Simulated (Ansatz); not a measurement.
Pd in Ansatz: the effect of functional

Crystal: Pd.

```xyz
2
Lattice="2.7460 0.0000 0.0000 -1.3730 2.3781 0.0000 0.0000 0.0000 4.5663" Properties=species:S:1:pos:R:3 pbc="T T T"
Pd    0.0000    1.5854    1.1416
Pd    1.3730    0.7927    3.4247
```

This isn't the form of Pd at room conditions, which is fcc.

The cell isn't the ideal one: volume scaled by 0.96.

Alike in all runs:

- Program: Ansatz 0.2.0
- Task: single point
- Potentials or basis: Ansatz PAW
- k mesh: 11 × 11 × 6
- Occupations: fermi-dirac, width 0.05 eV
- Spin: no spin polarisation

```csv
functional,cutoff,pressure (GPa)
LDA,420 eV (not typed: the program's choice for these potentials),?
PBEsol,420 eV (not typed: the program's choice for these potentials),-3.8
r2SCAN,500 eV (not typed: the program's choice for these potentials),1.2
```

What does the run with functional LDA give?

Pressure -9.4 GPa.

Caveats: the PAW data sets come from PBE, with cores solved anew for the run's functional, which leaves a small shift of forces and pressure.
